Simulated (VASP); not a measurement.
Si: single point with PBE

The system is Si.

```
Si
1.0
     0.00000    2.73488    2.73488
     2.73488    0.00000    2.73488
     2.73488    2.73488    0.00000
Si
2
Direct
  0.50000 0.50000 0.50000
  0.75000 0.75000 0.75000
```

| Item | Value |
| --- | --- |
| Program | VASP 6.6.1 |
| Task | single point |
| Functional | PBE |
| Potentials or basis | VASP PAW PBE potentials, release 64 (Si) |
| Cutoff | 520 eV |
| k mesh | 10 × 10 × 10 |
| Occupations | gaussian, width 0.02 eV |
| Spin | no spin polarisation |

```
Pressure               : -0.1 GPa
Band gap on the k mesh : 0.62 eV, indirect (least direct gap 2.56 eV)
```

Levels at points of the mesh, in eV from the valence-band top:
| k point | band 1 | band 2 | band 3 | band 4 | band 5 | band 6 | band 7 | band 8 | band 9 |
| --- | --- | --- | --- | --- | --- | --- | --- | --- | --- |
| (0.00, 0.00, 0.00) | -11.81 | 0.00 | 0.00 | 0.00 | 2.56 | 2.56 | 2.56 | 3.13 | 7.71 |
| (0.50, 0.00, 0.00) | -9.53 | -6.87 | -1.18 | -1.18 | 1.46 | 3.35 | 3.35 | 7.70 | 10.49 |
| (0.50, 0.50, 0.00) | -7.74 | -7.74 | -2.79 | -2.79 | 0.75 | 0.75 | 9.93 | 9.93 | 10.91 |

It took 15 s on 1 thread of Intel(R) Xeon(R) Platinum 8488C (Sapphire Rapids) (shared host), peak memory 0.15 GiB.

A k mesh can miss the band edges. PBE gaps usually lie below the measured ones, often by a third to a half.
